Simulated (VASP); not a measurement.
InN (relaxed from the zinc blende structure, space group F-43m) relaxed at rising pressure, in one space group throughout; other phases were not tried. The pressures are those reached. Computed with PBEsol GGA, VASP's PBE PAW potentials (set 64) (plane waves; VASP).

```json
[
 {"P (GPa)": "-0.12", "V (Å³/atom)": "15.527", "k-mesh": "13×13×13"},
 {"P (GPa)": "4.94", "V (Å³/atom)": "14.997", "k-mesh": "13×13×13"},
 {"P (GPa)": "9.94", "V (Å³/atom)": "14.558", "k-mesh": "13×13×13"},
 {"P (GPa)": "19.95", "V (Å³/atom)": "13.845", "k-mesh": "13×13×13"},
 {"P (GPa)": "29.93", "V (Å³/atom)": "13.282", "k-mesh": "13×13×13"}
]
```

Question: Fit an equation of state and predict the volume at 44.81 GPa.

Answer: Least squares on the third-order Birch-Murnaghan form, P = (3B0/2)(y⁷ − y⁵)[1 + (3/4)(B′ − 4)(y² − 1)] with y = (V0/V)^(1/3), gives V0 = 15.513 Å³/atom, B0 = 135 GPa and B′ = 4.5, and so 12.617 Å³/atom. The run gave 12.613 Å³/atom, -0.0 % from the fit.

Pressures at which the relaxation failed are left out.

The structure was generated: InN was put into the zinc blende type (F-43m), which need not be its known phase.
